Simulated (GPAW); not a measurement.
**Dielectric function and optical constants of SiC (Moissanite 3C)**

Wanted: where SiC (Moissanite 3C) starts to absorb, how strongly, and its refractive index.

Program: GPAW 26.7.0. Level of theory: DFT, PBE, plane-wave PAW (GPAW data sets), scalar-relativistic, RPA, optical limit. Results are calculated unless marked as measured.

## Step 1: Starting point

It takes space group F-43m (No. 216, cubic). Conventional cell: a = 4.358 Å, b = 4.358 Å, c = 4.358 Å, α = 90.00°, β = 90.00°, γ = 90.00°. Nearest to Si lie 4 C at 1.89 Å. Nearest to C lie 4 Si at 1.89 Å. Farther neighbours are not listed.

As a file:

```
Si C
1.0
     0.00000    2.17900    2.17900
     2.17900    0.00000    2.17900
     2.17900    2.17900    0.00000
Si C
1 1
Cartesian
  0.0000 0.0000 0.0000
  3.2685 3.2685 3.2685
```

## Step 2: Dielectric function, RPA

Local fields let the induced charge screen the field inside the cell, which as a rule lowers ε, most along directions where the density is uneven.

df.py reads:

```python
from gpaw.response.df import DielectricFunction

df = DielectricFunction('full.gpw', frequencies={'type': 'nonlinear', 'domega0': 0.03, 'omega2': 8},
                        ecut=50,
                        eta=0.12,
                        nbands=19,
                        txt='df.txt')
for direction in ['x']:
    df.get_dielectric_function(xc='RPA', direction=direction, filename=f'df_{direction}.csv')
```

The run is started by

```console
> OMP_NUM_THREADS=1 python df.py
```

What does the calculation give for the electronic dielectric constant ε∞, mean over x, y and z (RPA); and main peak of Im epsilon, first axis?

At this level (PBE, RPA) SiC has ε∞ = 6.72 and n = 2.61 at 1550 nm, and Im ε peaks at 6.8 eV. Local fields change the static value along x from 7.11 to 6.72 (-5 %). Distinct maxima of Im ε, read by a parabola through the highest points, lie at 6.80 eV (23), 8.32 eV (15), 9.17 eV (8.9) and 10.12 eV (7.2).

- electronic dielectric constant ε∞, mean over x, y and z (by symmetry where fewer were run) (RPA): 6.72
- main peak of Im epsilon, first axis: 6.80 eV

Excitons and phonon-assisted transitions are missing; PBE gaps are as a rule too small, which pulls the onset down and ε∞ up. The sum runs over mesh points, so small or evenly spaced maxima can still be ripples of the mesh.

[Machine, clock and banner lines and Python warnings are left out of the logs.]

[Logs are printed without paths, hosts, clocks, repeated set-up lines and the standing remarks that a program may print on its own settings, such as how far it seeks lower states.]

[Hosts, paths, dates, database ids (printed as entryN), source tags and the programs' standing remarks are cut or masked in the printed files.]
